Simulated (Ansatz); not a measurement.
Cancellation of cutoff errors in ScAl₂

All numbers below come from DFT PBEsol, scalar-relativistic, plane waves, PAW (Ansatz 0.2.0).

```yaml
crystal:
  lattice:
    - [0.00000, 3.77765, 3.77765]
    - [3.77765, 0.00000, 3.77765]
    - [3.77765, 3.77765, 0.00000]
  atoms:
    - { symbol: Sc, position: [0.50000, 0.50000, 0.50000] }
    - { symbol: Sc, position: [0.75000, 0.75000, 0.75000] }
    - { symbol: Al, position: [0.12500, 0.12500, 0.12500] }
    - { symbol: Al, position: [0.62500, 0.12500, 0.12500] }
    - { symbol: Al, position: [0.12500, 0.62500, 0.12500] }
    - { symbol: Al, position: [0.12500, 0.12500, 0.62500] }
```

| Item | Value |
| --- | --- |
| Γ-centred k-mesh | 8×8×8 |
| occupation rule | Gaussian smearing, 0.1 eV |
| spin treatment | unpolarised |

A second cell has all atoms moved and the lattice slightly strained:

```yaml
crystal:
  lattice:
    - [-0.03945, 3.73053, 3.74559]
    - [3.76893, -0.05066, 3.75680]
    - [3.77099, 3.74379, -0.05271]
  atoms:
    - { symbol: Sc, position: [0.52279, 0.49861, 0.48813] }
    - { symbol: Sc, position: [0.72983, 0.75886, 0.75401] }
    - { symbol: Al, position: [0.10315, 0.11870, 0.13987] }
    - { symbol: Al, position: [0.62924, 0.14209, 0.09026] }
    - { symbol: Al, position: [0.12824, 0.59699, 0.13501] }
    - { symbol: Al, position: [0.14449, 0.16355, 0.63805] }
```

It ran on a 6×6×6 mesh, another than the first cell's, which shifts the difference by nearly the same amount at every cutoff. Both were run at several values of the cutoff; energies per atom at zero smearing, errors against the largest value (600 eV), which isn't proved converged itself.

```csv
cutoff,"error, first cell (meV)","error, second cell (meV)"
200 eV,1009.11,1021.73
250 eV,194.23,193.08
300 eV,36.30,35.62
350 eV,5.56,5.88
420 eV,0.46,0.47
```

Task: At the largest value the second cell lies 77.70 meV/atom above the first. What is the error of that difference at each value, and where does each quantity come within 1 meV/atom?

Result: The error of the difference is the second cell's error less the first's:
```
cutoff difference (meV) its error (meV)
200 eV             90.32            12.62
250 eV             76.55            -1.16
300 eV             77.03            -0.67
350 eV             78.02             0.32
420 eV             77.70             0.00
```

The first cell's total energy stays within 1 meV/atom from 420 eV on, the difference from 300 eV on. Most of the error cancels, by a factor of about 80 in the median. A missing short wave mostly misdescribes the region near each nucleus, which both cells share; what doesn't cancel comes largely from the change of volume and bonding.

6 further runs of this set aren't shown.

The absolute energies fall steadily towards the reference as the cutoff rises, as expected variationally when a basis is enlarged. Their difference has no such bound: its error starts at 12.62 meV, turns negative at 250 eV and is positive again at 350 eV. A small residual at one cutoff is therefore no guarantee of a smaller one at the next, and the sign of the error can't be predicted from the total energies. The slow part of the convergence probably comes from scandium, whose compact 3d states need shorter waves than the diffuse 3s and 3p valence states of aluminium. Because both cells hold the same atoms in the same ratio, this demand enters both energies almost equally. The higher energy of the distorted cell fits the cost of moving atoms off the symmetric sites of a Laves phase, where packing and metallic bonding are well balanced. The cancellation doesn't carry over automatically to the stress, which at fixed cutoff also feels the change of basis with volume.
